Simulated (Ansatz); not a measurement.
Born–Oppenheimer molecular dynamics of a periodic cell of 30 atoms, BaTiO$_{3}$ (surface BaTiO3(100)). It starts from a relaxed structure.

Level of theory: DFT PBEsol, scalar-relativistic, plane waves, PAW (Ansatz 0.2.0). Settings: PAW set soft_1, cutoff 420 eV, k mesh 2x1x1, fermi-dirac smearing 0.02 eV, no spin polarisation.

```yaml
ensemble: NVT, Nosé–Hoover chain
time_step: 1.5 fs
steps_asked: 210
set_temperature: 700 K
thermostat: time constant 100 fs, chain length 3
atoms_held: 1, 4, 7, 8, 10
seed: 890611
```

Frames 3 fs apart, positions in Å.

Velocities at 30 fs (Å/ps):

```
Ba 0.00 0.00 0.00
Ti -0.15 1.14 -2.74
O 0.69 -1.54 3.87
O 0.00 0.00 0.00
O 4.58 -4.07 1.65
Ba 0.12 0.25 -0.33
Ti 0.00 0.00 0.00
O 0.00 0.00 0.00
O -0.54 -3.25 -2.15
O 0.00 0.00 0.00
Ba 3.31 2.34 0.27
Ti -0.36 1.12 -1.07
O 1.74 3.18 5.09
O -2.16 -3.33 -0.23
O -0.99 5.07 -0.95
Ba -2.19 -0.29 -0.58
Ti -1.41 -0.65 0.27
O -6.68 0.31 0.82
O -1.24 -5.04 -2.33
O 3.91 -0.62 -4.54
Ba -0.79 -1.23 -1.76
Ti -0.26 -2.57 -1.13
O -2.02 -0.17 -2.59
O -3.36 -0.10 -2.14
O 4.96 0.52 3.40
Ba 0.09 -0.93 -1.69
Ti 0.21 0.98 0.61
O 0.40 0.31 1.08
O -0.22 1.93 1.40
O 1.12 -4.02 -10.34
```

```xyz
30
Lattice="5.6540 0.0000 0.0000 0.0000 6.9539 0.0000 0.0000 0.0000 21.9632" Properties=species:S:1:pos:R:3 time_fs=30 energy_less_start_eV=1.627 T=205
Ba 0.000 0.000 1.000
Ti 2.772 0.963 2.568
O 4.349 0.116 3.135
O 2.827 0.095 1.027
O 1.368 -0.069 3.343
Ba 0.018 2.312 4.403
Ti 0.000 3.388 1.000
O 1.390 2.413 1.802
O 2.852 2.409 4.306
O 4.264 2.413 1.802
Ba 2.945 4.664 2.788
Ti 0.034 5.773 4.480
O 1.267 4.535 4.985
O 5.510 4.768 1.990
O 4.263 4.713 4.765
Ba 2.748 -0.004 5.970
Ti 5.698 1.168 7.840
O 1.423 0.129 8.460
O -0.111 0.043 5.686
O 4.077 0.204 8.122
Ba 2.794 2.414 9.432
Ti 2.796 3.278 5.984
O 4.240 2.561 6.696
O -0.214 2.365 9.092
O 1.390 2.312 6.704
Ba 5.661 4.545 7.742
Ti 2.867 5.487 8.969
O 4.072 4.717 10.109
O 3.030 4.700 7.259
O 1.493 4.592 9.708
30
Lattice="5.6540 0.0000 0.0000 0.0000 6.9539 0.0000 0.0000 0.0000 21.9632" Properties=species:S:1:pos:R:3 time_fs=33 energy_less_start_eV=1.549 T=231
Ba 0.000 0.000 1.000
Ti 2.773 0.966 2.561
O 4.350 0.111 3.148
O 2.827 0.095 1.027
O 1.384 -0.081 3.347
Ba 0.018 2.313 4.402
Ti 0.000 3.388 1.000
O 1.390 2.413 1.802
O 2.850 2.397 4.298
O 4.264 2.413 1.802
Ba 2.954 4.670 2.788
Ti 0.033 5.777 4.475
O 1.275 4.546 5.000
O 5.505 4.758 1.991
O 4.259 4.728 4.763
Ba 2.742 -0.004 5.968
Ti 5.692 1.166 7.841
O 1.404 0.128 8.462
O -0.114 0.029 5.684
O 4.090 0.201 8.110
Ba 2.792 2.410 9.427
Ti 2.795 3.270 5.979
O 4.235 2.557 6.688
O -0.223 2.363 9.085
O 1.405 2.313 6.715
Ba 5.661 4.542 7.737
Ti 2.868 5.492 8.973
O 4.070 4.720 10.107
O 3.026 4.707 7.266
O 1.500 4.581 9.676
30
Lattice="5.6540 0.0000 0.0000 0.0000 6.9539 0.0000 0.0000 0.0000 21.9632" Properties=species:S:1:pos:R:3 time_fs=36 energy_less_start_eV=1.397 T=280
Ba 0.000 0.000 1.000
Ti 2.775 0.971 2.553
O 4.348 0.104 3.164
O 2.827 0.095 1.027
O 1.404 -0.090 3.348
Ba 0.018 2.313 4.401
Ti 0.000 3.388 1.000
O 1.390 2.413 1.802
O 2.846 2.382 4.288
O 4.264 2.413 1.802
Ba 2.963 4.677 2.789
Ti 0.031 5.782 4.468
O 1.286 4.561 5.015
O 5.502 4.750 1.993
O 4.252 4.741 4.764
Ba 2.736 -0.005 5.967
Ti 5.684 1.164 7.843
O 1.387 0.124 8.463
O -0.115 0.018 5.692
O 4.104 0.193 8.101
Ba 2.790 2.405 9.422
Ti 2.794 3.264 5.973
O 4.234 2.546 6.679
O -0.228 2.357 9.078
O 1.421 2.314 6.728
Ba 5.661 4.540 7.732
Ti 2.869 5.498 8.979
O 4.061 4.729 10.094
O 3.019 4.716 7.280
O 1.511 4.573 9.642
30
Lattice="5.6540 0.0000 0.0000 0.0000 6.9539 0.0000 0.0000 0.0000 21.9632" Properties=species:S:1:pos:R:3 time_fs=39 energy_less_start_eV=1.228 T=335
Ba 0.000 0.000 1.000
Ti 2.779 0.976 2.547
O 4.343 0.097 3.182
O 2.827 0.095 1.027
O 1.426 -0.098 3.347
Ba 0.018 2.314 4.399
Ti 0.000 3.388 1.000
O 1.390 2.413 1.802
O 2.842 2.363 4.277
O 4.264 2.413 1.802
Ba 2.972 4.683 2.789
Ti 0.030 5.787 4.458
O 1.301 4.578 5.029
O 5.501 4.744 1.999
O 4.242 4.752 4.767
Ba 2.730 -0.006 5.965
Ti 5.675 1.161 7.846
O 1.373 0.118 8.463
O -0.114 0.009 5.709
O 4.117 0.181 8.095
Ba 2.788 2.400 9.417
Ti 2.793 3.259 5.966
O 4.236 2.530 6.669
O -0.232 2.349 9.071
O 1.436 2.315 6.742
Ba 5.661 4.538 7.727
Ti 2.872 5.507 8.987
O 4.046 4.742 10.072
O 3.007 4.725 7.298
O 1.525 4.567 9.607
30
Lattice="5.6540 0.0000 0.0000 0.0000 6.9539 0.0000 0.0000 0.0000 21.9632" Properties=species:S:1:pos:R:3 time_fs=42 energy_less_start_eV=1.109 T=376
Ba 0.000 0.000 1.000
Ti 2.784 0.981 2.543
O 4.337 0.090 3.201
O 2.827 0.095 1.027
O 1.450 -0.103 3.343
Ba 0.017 2.314 4.397
Ti 0.000 3.388 1.000
O 1.390 2.413 1.802
O 2.837 2.342 4.264
O 4.264 2.413 1.802
Ba 2.979 4.688 2.789
Ti 0.028 5.794 4.446
O 1.318 4.598 5.042
O 5.503 4.742 2.007
O 4.232 4.760 4.772
Ba 2.725 -0.007 5.963
Ti 5.663 1.159 7.849
O 1.363 0.108 8.463
O -0.111 0.004 5.733
O 4.130 0.166 8.094
Ba 2.787 2.394 9.413
Ti 2.792 3.256 5.957
O 4.242 2.509 6.658
O -0.233 2.340 9.066
O 1.451 2.315 6.758
Ba 5.660 4.536 7.721
Ti 2.874 5.520 8.997
O 4.029 4.757 10.045
O 2.992 4.732 7.318
O 1.540 4.560 9.575
30
Lattice="5.6540 0.0000 0.0000 0.0000 6.9539 0.0000 0.0000 0.0000 21.9632" Properties=species:S:1:pos:R:3 time_fs=45 energy_less_start_eV=1.074 T=392
Ba 0.000 0.000 1.000
Ti 2.791 0.988 2.540
O 4.330 0.083 3.219
O 2.827 0.095 1.027
O 1.473 -0.106 3.337
Ba 0.016 2.314 4.396
Ti 0.000 3.388 1.000
O 1.390 2.413 1.802
O 2.830 2.321 4.252
O 4.264 2.413 1.802
Ba 2.986 4.694 2.789
Ti 0.027 5.802 4.434
O 1.336 4.619 5.052
O 5.508 4.742 2.018
O 4.221 4.765 4.780
Ba 2.720 -0.007 5.961
Ti 5.649 1.155 7.851
O 1.358 0.096 8.463
O -0.105 0.000 5.762
O 4.140 0.147 8.096
Ba 2.785 2.388 9.408
Ti 2.791 3.255 5.948
O 4.249 2.483 6.645
O -0.233 2.332 9.065
O 1.465 2.316 6.773
Ba 5.660 4.534 7.715
Ti 2.877 5.536 9.006
O 4.012 4.774 10.014
O 2.975 4.736 7.337
O 1.554 4.553 9.546
30
Lattice="5.6540 0.0000 0.0000 0.0000 6.9539 0.0000 0.0000 0.0000 21.9632" Properties=species:S:1:pos:R:3 time_fs=48 energy_less_start_eV=1.096 T=391
Ba 0.000 0.000 1.000
Ti 2.800 0.995 2.539
O 4.324 0.075 3.237
O 2.827 0.095 1.027
O 1.495 -0.107 3.329
Ba 0.015 2.313 4.394
Ti 0.000 3.388 1.000
O 1.390 2.413 1.802
O 2.822 2.299 4.240
O 4.264 2.413 1.802
Ba 2.992 4.698 2.788
Ti 0.025 5.812 4.423
O 1.354 4.642 5.058
O 5.515 4.745 2.032
O 4.212 4.768 4.790
Ba 2.715 -0.008 5.960
Ti 5.636 1.149 7.852
O 1.356 0.084 8.462
O -0.096 -0.005 5.790
O 4.147 0.125 8.103
Ba 2.784 2.381 9.404
Ti 2.792 3.255 5.939
O 4.257 2.455 6.631
O -0.232 2.324 9.069
O 1.479 2.316 6.788
Ba 5.659 4.533 7.710
Ti 2.880 5.558 9.014
O 4.001 4.788 9.986
O 2.957 4.735 7.353
O 1.563 4.542 9.523
```

Of the whole run (315 fs, mean temperature of the second half 557 K): The conserved energy stayed within 0.25 meV per atom of its start (net change 0.18 meV per atom), so the integration is sound. The mean temperature of the second half is 20 % below the set value. A run of 0.32 ps of so small a system gives no equilibrium averages. Limits of this set-up: coarse k mesh, thin slab, slab without dipole correction, PAW files made for another functional.

Time of the run: 15 min on 2 threads of AMD EPYC 9R45 96-Core Processor (Zen 5), on a shared host, peak memory 1.9 GiB.
